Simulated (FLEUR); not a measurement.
# Ta2N (P-3m1) in FLEUR: further runs

The runs below take Ta2N through equation of state, with PBEsol.

All numbers are computed with FLEUR MaX-R8.1 (later development tree); they aren't measurements. Logs are shortened: lines on timing, memory, paths and dates and some standing lists are left out, and cuts for length are marked.

**1. The structure**

Symmetry: P-3m1, No. 164, trigonal system. Conventional cell: a = 3.113 Å, b = 3.113 Å, c = 4.870 Å, α = 90.00°, β = 90.00°, γ = 120.00°. Ta (site symmetry 3m) has 3 N at 2.18 Å as nearest neighbours. N (site symmetry -3m) is surrounded by 6 Ta at 2.18 Å.

The cell comes from a database or a generator and needn't be the stable form of this composition.

**2. Equation of state, PBEsol, 12.80 Å³/atom (volume scaled by 0.94)**

File inp.xml:

```xml
<?xml version="1.0" encoding="UTF-8" standalone="no"?>
<fleurInput fleurInputVersion="0.39">
   <comment>
      Ta2N                                                                                                
   </comment>
   <calculationSetup>
      <cutoffs Kmax="3.0" Gmax="14.8" GmaxXC="14.8" numbands="0"/>
      <scfLoop itmax="60" minDistance="0.00001" maxIterBroyd="15" imix="Anderson" alpha="0.05" precondParam="0.0" spinf="2.0" sdNocoIR="T"/>
      <coreElectrons ctail="T" frcor="F" kcrel="0" coretail_lmax="0"/>
      <xcFunctional name="PBEs" relativisticCorrections="F"/>
      <magnetism jspins="1"/>
      <soc l_soc="F" theta="0.0" phi="0.0" spav="F"/>
      <expertModes spex="0" secvar="F"/>
      <geometryOptimization l_f="F" forcealpha="1.0" forcemix="BFGS" epsdisp="0.00001" epsforce="0.00001"/>
      <ldaU l_linMix="F" mixParam="0.05" spinf="1.0"/>
   </calculationSetup>
   <cell>
      <bzIntegration valenceElectrons="59.0" mode="hist" fermiSmearingEnergy="0.00367493">
         <kPointListSelection listName="default-1"/>
         <!-- k-points included here -->
         <xi:include xmlns:xi="http://www.w3.org/2001/XInclude" href="kpts.xml"> </xi:include>
      </bzIntegration>
      <!-- symmetry operations included here -->
      <xi:include xmlns:xi="http://www.w3.org/2001/XInclude" href="sym.xml"> </xi:include>
      <bulkLattice scale="0.9795861087">
         <bravaisMatrix>
            <row-1>    5.8824557101498991     0.0000000000000000     0.0000000000000000</row-1>
            <row-2>   -2.9412278550749495     5.0943560815157438     0.0000000000000000</row-2>
            <row-3>    0.0000000000000000     0.0000000000000000     9.2026657603481876</row-3>
         </bravaisMatrix>
      </bulkLattice>
   </cell>
   <atomSpecies>
      <species name="Tantalum (Ta)" element="Ta" atomicNumber="73">
         <mtSphere radius="2.29" gridPoints="781" logIncrement="0.017"/>
         <atomicCutoffs lmax="7" lnonsphr="5"/>
         <electronConfig flipSpins="F">
            <coreConfig>(1s1/2) (2s1/2) (2p1/2) (2p3/2) (3s1/2) (3p1/2) (3p3/2) (4s1/2) (3d3/2) (3d5/2) (4p1/2) (4p3/2) (4d3/2) (4d5/2)</coreConfig>
            <valenceConfig>(5s1/2) (5p1/2) (5p3/2) (6s1/2) (4f5/2) (4f7/2) (5d3/2) (5d5/2)</valenceConfig>
            <stateOccupation state="(5d3/2)" spinUp="0.600000" spinDown="0.600000"/>
            <stateOccupation state="(5d5/2)" spinUp="0.900000" spinDown="0.900000"/>
         </electronConfig>
         <energyParameters s="6" p="6" d="5" f="4"/>
         <lo type="SCLO" l="0" n="5" eDeriv="0"/>
         <lo type="SCLO" l="1" n="5" eDeriv="0"/>
         <lo type="SCLO" l="2" n="5" eDeriv="2"/>
         <lo type="SCLO" l="3" n="4" eDeriv="2"/>
      </species>
      <species name="Nitrogen (N)" element="N" atomicNumber="7">
         <mtSphere radius="1.42" gridPoints="483" logIncrement="0.022"/>
         <atomicCutoffs lmax="4" lnonsphr="3"/>
         <electronConfig flipSpins="F">
            <coreConfig>(1s1/2)</coreConfig>
            <valenceConfig>(2s1/2) (2p1/2) (2p3/2)</valenceConfig>
            <stateOccupation state="(2p1/2)" spinUp="0.500000" spinDown="0.500000"/>
            <stateOccupation state="(2p3/2)" spinUp="1.000000" spinDown="1.000000"/>
         </electronConfig>
         <energyParameters s="2" p="2" d="3" f="4"/>
         <lo type="SCLO" l="0" n="2" eDeriv="2"/>
         <lo type="SCLO" l="1" n="2" eDeriv="2"/>
         <lo type="SCLO" l="2" n="3" eDeriv="2"/>
      </species>
   </atomSpecies>
   <atomGroups>
      <atomGroup species="Tantalum (Ta)">
         <relPos label="                   1">1.000/3.000 -1.000/3.000 .2547110000</relPos>
         <relPos label="                   2">-1.000/3.000 1.000/3.000 -.2547110000</relPos>
         <force calculate="T" relaxXYZ="TTT"/>
      </atomGroup>
      <atomGroup species="Nitrogen (N)">
         <relPos label="                   3">.0000000000 .0000000000 .0000000000</relPos>
         <force calculate="T" relaxXYZ="TTT"/>
      </atomGroup>
   </atomGroups>
   <output dos="F" band="F" slice="F">
      <checks vchk="F" cdinf="F"/>
      <bandDOS minEnergy="-.5*Htr" maxEnergy="0.5*Htr" sigma="0.015" storeEVData="T"/>
      <vacuumDOS vacdos="F" integ="F" star="F" nstars="0" locx1="0.0" locy1="0.0" locx2="0.0" locy2="0.0" nstm="0" tworkf="0.0"/>
      <unfoldingBand unfoldBand="F" supercellX="1" supercellY="1" supercellZ="1"/>
      <plotting iplot="0" polar="F">
         <plot TwoD="T" vec1="  1.0  0.0  0.0" vec2="  0.0  1.0  0.0" vec3="  0.0  0.0  1.0" zero="  0.0  0.0  0.0" file="plot"/>
      </plotting>
      <chargeDensitySlicing numkpt="0" minEigenval="0.0" maxEigenval="0.0" nnne="0" pallst="F"/>
      <specialOutput eonly="F"/>
      <moessbauerParams electricFieldGradient="T" isomerShift="T" coreHyperfine="T" valenceHyperfine="T"/>
      <magneticCircularDichroism mcd="F" energyLo="-10.0" energyUp="0.0"/>
   </output>
  <!-- We include the file relax.xml here to enable relaxations (see documentation) -->
  <xi:include xmlns:xi="http://www.w3.org/2001/XInclude" href="relax.xml"> <xi:fallback/> </xi:include>
</fleurInput>
```

Potentials or basis: all-electron, FLAPW.

On the command line:

```bash
inpgen -f crystal.txt -profile fast
# inp.xml edited to the form shown
fleur_MPI
```

The log of the run:

```text
Welcome to FLEUR        (www.flapw.de)
      MaX-Release 8.1          (www.max-centre.eu)

 ========== k-point set info ==========
 Selected k-point list: default-1
 k-point list type: mesh
 10 x 10 x 6
 Number of k points: 72

 ------------Calculation Setup---------------------------
 Number of MPI-tasks      :            1
 Number of PE/node        :            1
 Number of OMP-threads    :            1
 Most efficient MPI parallelization for:
           1           2           3           4           6           8           9          12          18          24          36          72
 Additional eigenvalue parallelization possible
 Number of basis functions:          208
 Approximate size of matrices (H+S) per k-point:         0.001 GB
 --------------------------------------------------------
 Iteration:     1   Distance:      18.79465456 me/bohr^3
 Iteration:     2   Distance:      16.45120216 me/bohr^3
 Iteration:     3   Distance:       9.44330564 me/bohr^3
 Iteration:     4   Distance:       5.28434470 me/bohr^3
 Iteration:     5   Distance:       2.93140564 me/bohr^3
 Iteration:     6   Distance:       0.71009575 me/bohr^3
 Iteration:     7   Distance:       0.59612030 me/bohr^3
 Iteration:     8   Distance:       0.11565429 me/bohr^3
 Iteration:     9   Distance:       0.03748272 me/bohr^3
 Iteration:    10   Distance:       0.02745485 me/bohr^3
 Iteration:    11   Distance:       0.00991402 me/bohr^3
 Iteration:    12   Distance:       0.02172448 me/bohr^3
 Iteration:    13   Distance:       0.00080378 me/bohr^3
 Iteration:    14   Distance:       0.00015829 me/bohr^3
 Iteration:    15   Distance:       0.00010626 me/bohr^3
 Iteration:    16   Distance:       0.00009844 me/bohr^3
 Iteration:    17   Distance:       0.00003110 me/bohr^3
 Iteration:    18   Distance:       0.00001162 me/bohr^3
 Iteration:    19   Distance:       0.00000620 me/bohr^3

 ********************************************************************
 Run finished successfully
 Stop message:
   all done
 ********************************************************************
```

Run time: 26 s. Hardware: 1 thread of Arm Neoverse V1, shared host; peak memory 0.09 GiB.

The run converged, but some of its settings lie outside the range that counts as converged, so its numbers aren't taken as properties of the crystal.

Results:

```yaml
Free_energy: -851646.1102 eV
Band_gap_on_the_k_mesh: none (metal or under the smearing width)
Valence_electrons_inside_the_program's_atomic_spheres: Ta 24.21; N 3.27 (radii Ta 2.29, N 1.42 bohr)
```

Caveat: the plane-wave cutoff is short for the semicore states, which can make moduli rough; the plane-wave cutoff is short for the small spheres of the light atoms, so energies, forces and moduli aren't converged.

**3. Equation of state, PBEsol, 13.08 Å³/atom (volume scaled by 0.96)**

Edit inp.xml of step 2 so:

```diff
@@ -24,3 +24,3 @@
       <xi:include xmlns:xi="http://www.w3.org/2001/XInclude" href="sym.xml"> </xi:include>
-      <bulkLattice scale="0.9795861087">
+      <bulkLattice scale="0.9864848297">
          <bravaisMatrix>
```

Potentials or basis: all-electron, FLAPW.

On the command line:

```bash
inpgen -f crystal.txt -profile fast
# inp.xml edited to the form shown
fleur_MPI
```

Run time: 27 s. Hardware: 1 thread of Arm Neoverse V1, shared host; peak memory 0.09 GiB.

The run converged, but some of its settings lie outside the range that counts as converged, so its numbers aren't taken as properties of the crystal.

What came out:

```
Free energy                                           : -851646.0882 eV
Band gap on the k mesh                                : none (metal or under the smearing width)
Valence electrons inside the program's atomic spheres : Ta 24.17; N 3.25 (radii Ta 2.29, N 1.42 bohr)
```

Caveat: the plane-wave cutoff is short for the semicore states, which can make moduli rough; the plane-wave cutoff is short for the small spheres of the light atoms, so energies, forces and moduli aren't converged.

**4. Equation of state, PBEsol, 13.62 Å³/atom**

Edit inp.xml of step 3 so:

```diff
@@ -24,3 +24,3 @@
       <xi:include xmlns:xi="http://www.w3.org/2001/XInclude" href="sym.xml"> </xi:include>
-      <bulkLattice scale="0.9864848297">
+      <bulkLattice scale="1.0000000000">
          <bravaisMatrix>
```

On the command line:

```bash
inpgen -f crystal.txt -profile fast
# inp.xml edited to the form shown
fleur_MPI
```

Run time: 27 s. Hardware: 1 thread of Arm Neoverse V1, shared host; peak memory 0.09 GiB.

These settings aren't checked as converged: the numbers below hold their error.

Results:

```yaml
Free_energy: -851646.0421 eV
Band_gap_on_the_k_mesh: none (metal or under the smearing width)
Valence_electrons_inside_the_program's_atomic_spheres: Ta 24.11; N 3.22 (radii Ta 2.29, N 1.42 bohr)
```

Caveat: the plane-wave cutoff is short for the semicore states, which can make moduli rough; the plane-wave cutoff is short for the small spheres of the light atoms, so energies, forces and moduli aren't converged.

**5. Equation of state, PBEsol, 14.17 Å³/atom (volume scaled by 1.04)**

Edit inp.xml of step 4 so:

```diff
@@ -24,3 +24,3 @@
       <xi:include xmlns:xi="http://www.w3.org/2001/XInclude" href="sym.xml"> </xi:include>
-      <bulkLattice scale="1.0000000000">
+      <bulkLattice scale="1.0131594038">
          <bravaisMatrix>
```

On the command line:

```bash
inpgen -f crystal.txt -profile fast
# inp.xml edited to the form shown
fleur_MPI
```

It took 28 s on 1 thread of Arm Neoverse V1, shared host; peak memory 0.09 GiB.

These settings aren't checked as converged: the numbers below hold their error.

What came out:

- Free energy: -851645.8644 eV
- Band gap on the k mesh: none (metal or under the smearing width)
- Valence electrons inside the program's atomic spheres: Ta 24.05; N 3.19 (radii Ta 2.29, N 1.42 bohr)

Caveat: the plane-wave cutoff is short for the semicore states, which can make moduli rough; the plane-wave cutoff is short for the small spheres of the light atoms, so energies, forces and moduli aren't converged.

**6. Equation of state, PBEsol, 14.44 Å³/atom (volume scaled by 1.06)**

Edit inp.xml of step 5 so:

```diff
@@ -24,3 +24,3 @@
       <xi:include xmlns:xi="http://www.w3.org/2001/XInclude" href="sym.xml"> </xi:include>
-      <bulkLattice scale="1.0131594038">
+      <bulkLattice scale="1.0196128224">
          <bravaisMatrix>
```

Potentials or basis: all-electron, FLAPW.

On the command line:

```bash
inpgen -f crystal.txt -profile fast
# inp.xml edited to the form shown
fleur_MPI
```

Wall time 31 s (1 thread of Arm Neoverse V1, shared host); peak memory 0.09 GiB.

These settings aren't checked as converged: the numbers below hold their error.

Results:

```yaml
Free_energy: -851645.7827 eV
Band_gap_on_the_k_mesh: none (metal or under the smearing width)
Valence_electrons_inside_the_program's_atomic_spheres: Ta 24.02; N 3.17 (radii Ta 2.29, N 1.42 bohr)
```

Caveat: the plane-wave cutoff is short for the semicore states, which can make moduli rough; the plane-wave cutoff is short for the small spheres of the light atoms, so energies, forces and moduli aren't converged.

**7. Equation of state, PBEsol**

No new run: the results of the series are fitted here.

The run converged, but some of its settings lie outside the range that counts as converged, so its numbers aren't taken as properties of the crystal.

What came out:

```yaml
Equilibrium_volume: "12.87 Å³/atom (rough: see the caveat)"
Bulk_modulus_at_fixed_shape_and_positions: 190 GPa (rough)
```

Caveat: the fit is doubtful: noisy points or a state that changes with volume; small basis for a fit; the plane-wave cutoff is short for the semicore states, which can make moduli rough; the plane-wave cutoff is short for the small spheres of the light atoms, so energies, forces and moduli aren't converged; the cell was scaled at fixed shape and fractional positions, which overstates the stiffness of a crystal with free parameters, most of all of layers and chains.
